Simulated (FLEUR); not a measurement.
Crystal: WS2 (Tungstenite).

```
W S
1.0
     3.18000    0.00000    0.00000
    -1.59000    2.75396    0.00000
     0.00000    0.00000   12.50000
W S
2 4
Direct
  0.66667 0.33333 0.75000
  0.33333 0.66667 0.25000
  0.66667 0.33333 0.37500
  0.33333 0.66667 0.87500
  0.66667 0.33333 0.12500
  0.33333 0.66667 0.62500
```

Base run:

| Item | Value |
| --- | --- |
| Program | FLEUR MaX-R8.1 (later development tree) |
| Functional | r2SCAN |
| Potentials or basis | all-electron |
| Basis | FLAPW |
| Kmax | 5.57 1/bohr |
| k mesh | 10 × 10 × 3 |
| Occupations | fermi-dirac, width 0.05 eV |
| Spin | no spin polarisation |

Its results: band gap on the k mesh 1.23 eV, indirect (least direct gap 2.21 eV).

The run is repeated on the same cell with these changes: functional from r2SCAN to LDA. What comes out?

Band gap on the k mesh 1.04 eV, indirect (least direct gap 2.06 eV).

r2SCAN gives the wider gap, since meta-GGAs in the generalised Kohn-Sham scheme recover part of the derivative discontinuity.

Caveats: spin-orbit coupling is left out, which moves the levels of the heavy elements; the meta-GGA is that of a development version, with a GGA for the radial functions and cores and without core tails (some runs).

A k mesh can miss the band edges.

Not every run made on this cell is shown here.
